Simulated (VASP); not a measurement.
Set up this calculation in VASP 6.6.1, as the native input.

| Quantity | Value |
| --- | --- |
| Task | single point |
| Functional | BLYP |
| Potentials or basis | VASP PAW PBE potentials, release 64 (In_d) |
| Cutoff | 520 eV |
| k mesh | 9 × 9 × 9 |
| Occupations | fermi-dirac, width 0.1 eV |
| Spin | no spin polarisation |
| Dipole correction | no |
| Further INCAR settings | ALGO = Normal; EDIFF = 1e-06; NBANDS = 20 |

The structure of In lies in POSCAR:

```
In
1.0
    0.0000000000      3.5435440533      3.5435440533
    3.5435440533      0.0000000000      3.5435440533
    3.5435440533      3.5435440533      0.0000000000
In
2
Direct
    0.1250000000      0.1250000000      0.1250000000
    0.8750000000      0.8750000000      0.8750000000
```

This isn't the form of In at room conditions, which is tetragonal.

The input as run:

INCAR

```
SYSTEM = In
PREC = Accurate
ENCUT = 520
EDIFF = 1E-6
ISMEAR = -1
SIGMA = 0.1
LREAL = .False.
LASPH = .True.
NELM = 80
ALGO = Normal
ISIF = 2
LWAVE = .False.
LCHARG = .False.
GGA = B5
ALDAX = 1.0
AGGAX = 1.0
AGGAC = 1.0
ALDAC = 0.0
NBANDS = 20
```

KPOINTS

```
regular mesh
0
Gamma
  9 9 9
  0 0 0
```

Potentials or basis: VASP PAW PBE potentials, release 64 (In_d).

Launch:

```sh
$ cat potpaw_PBE.64/In_d/POTCAR > POTCAR
$ mpirun -np 1 vasp_std > vasp.out
```

It gave:

The pressure is -0.5 GPa and the band gap on the k mesh is none (metal or under the smearing width).

Caveat: the PAW data sets were made with another functional, which shifts forces and pressure a little.

It took 36 s on 1 thread of Intel(R) Xeon(R) 6975P-C (Granite Rapids), on a shared host, peak memory 0.24 GiB.
